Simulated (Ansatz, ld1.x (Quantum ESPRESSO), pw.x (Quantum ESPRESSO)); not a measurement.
**Equation-of-state test of one TM potential (boron (B))**

ld1.x (Quantum ESPRESSO) 7.5 input, shortened:

```
&input
   title='B', zed=5., rel=1, dft='PBE', iswitch=3,
   config='[He] 2s2 2p1 3d-2'
 /
 &inputp
   pseudotype=2, tm=.true., lloc=1,
   nlcc=.true., rcore=0.95
 /
3
2S  1  0   2.00   0.00  1.65  1.65  0.0
3D  3  2  -2.00   0.30  2.75  2.75  0.0
2P  2  1   1.00   0.00  3.35  3.35  0.0
 &test
   configts(1)='2s2 2p1'
 /
```

Atomic tests: cutoffs needed: 18 Ry and 45 Ry (the cutoffs (Ry, on a coarse ladder) from which the occupation-weighted sum of valence levels, in a spherical-Bessel basis at the reference potential, stays within 10 and 1 mRy of its value at 400 Ry); ghost test: no extra level below or beside the all-electron valence levels (s, d, p, f tested) (spherical-Bessel basis up to 400 Ry, 20 bohr box); largest excitation error: +385 meV (all-electron minus pseudo) for 2s1 2p0, out of 7 test configurations.

Crystal test: sc B in pw.x 7.5, no spin, 17³ k-points, Fermi–Dirac smearing 0.01 Ry, cutoffs 55/220 Ry. The reference is all-electron LAPW (Ansatz 0.2.0) with the same functional, mesh and smearing; V0 and B0 come from Birch–Murnaghan fits to the pressures at five volumes. Errors are pseudo minus all-electron; Δ is the rms difference of the E(V) curves that follow from these fits, minima aligned, over ±6 % about the mean V0. Mesh and smearing are coarse, so the numbers serve the comparison and aren't converged zero-temperature values; the lattice is a test structure that the element need not adopt.

All-electron: a0 = 1.886 Å (V0 = 6.71 Å³/atom), B0 = 233.9 GPa.

Problem. How far does the potential miss the all-electron equation of state?

Solution. mean pressure error (GPa): +36.38. The pressure does not cross zero within the volumes sampled, so no fit is given. The largest radius (3.35 bohr) exceeds half the bond length (1.78 bohr), so the spheres overlap, which is one possible source of error among others. This is a poor potential for the solid.

```json
{"V (Å³/atom)": "6.385", "P all-electron (GPa)": "12.58", "P pseudo (GPa)": "51.54"}
{"V (Å³/atom)": "6.553", "P all-electron (GPa)": "5.67", "P pseudo (GPa)": "42.98"}
{"V (Å³/atom)": "6.721", "P all-electron (GPa)": "-0.49", "P pseudo (GPa)": "35.58"}
{"V (Å³/atom)": "6.889", "P all-electron (GPa)": "-5.97", "P pseudo (GPa)": "29.16"}
{"V (Å³/atom)": "7.057", "P all-electron (GPa)": "-10.85", "P pseudo (GPa)": "23.57"}
```

Problem. At the middle volume, how do free energy and pressure move when the wave cutoff is lowered (ecutrho kept at four times it)?

Solution.

```json
{"cutoff (Ry)": "25", "shift of F (meV/atom)": "+18.1", "shift of P (GPa)": "-0.06"}
{"cutoff (Ry)": "33", "shift of F (meV/atom)": "+15.8", "shift of P (GPa)": "-0.16"}
{"cutoff (Ry)": "44", "shift of F (meV/atom)": "+5.6", "shift of P (GPa)": "-0.45"}
```

The 8 pw.x runs together took about 19 s on one core of a shared server CPU.
